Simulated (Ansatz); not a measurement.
Crystal: ScAl3.

```xyz
4
Lattice="4.0878 0.0000 0.0000 0.0000 4.0878 0.0000 0.0000 0.0000 4.0878" Properties=species:S:1:pos:R:3 pbc="T T T"
Sc    0.0000    0.0000    0.0000
Al    2.0439    2.0439    0.0000
Al    0.0000    2.0439    2.0439
Al    2.0439    0.0000    2.0439
```

The cell is a database's computed one.

```yaml
Program: Ansatz 0.2.0
Task: relaxation of cell and atoms
Functional: PBE
Dispersion: D4
Potentials_or_basis: Ansatz PAW
Cutoff: "420 eV (not typed: the program's choice for these potentials)"
k_mesh: 7 × 7 × 7
Occupations: fermi-dirac, width 0.05 eV
Spin: no spin polarisation
```

At the start: volume 17.08 Å³/atom.

**Question.** How do energy, volume and symmetry change on relaxing?

**Answer.** It ends after 5 steps and the volume is 16.70 Å³/atom (-2.2 %); space group Pm-3m (No. 221, to 0.05 Å).

The path:
```csv
step,energy change (eV),largest force (eV/Å),volume (Å³)
1,0.0000,0.0000,68.31
2,-0.0053,0.0000,65.70
3,-0.0103,0.0000,66.83
4,-0.0103,0.0000,66.80
5,-0.0098,0.0000,66.80
```

Final structure:
```
CELL_PARAMETERS angstrom
4.05743 0.00000 0.00000
0.00000 4.05743 0.00000
0.00000 0.00000 4.05743
ATOMIC_POSITIONS crystal
Sc 0.00000 0.00000 0.00000
Al 0.50000 0.50000 0.00000
Al 0.00000 0.50000 0.50000
Al 0.50000 0.00000 0.50000
```

Caveat: the plane-wave basis is chosen anew once the cell has moved, so the energies of steps on either side of that aren't comparable; pairwise dispersion overbinds metals, which lowers pressure and volume.
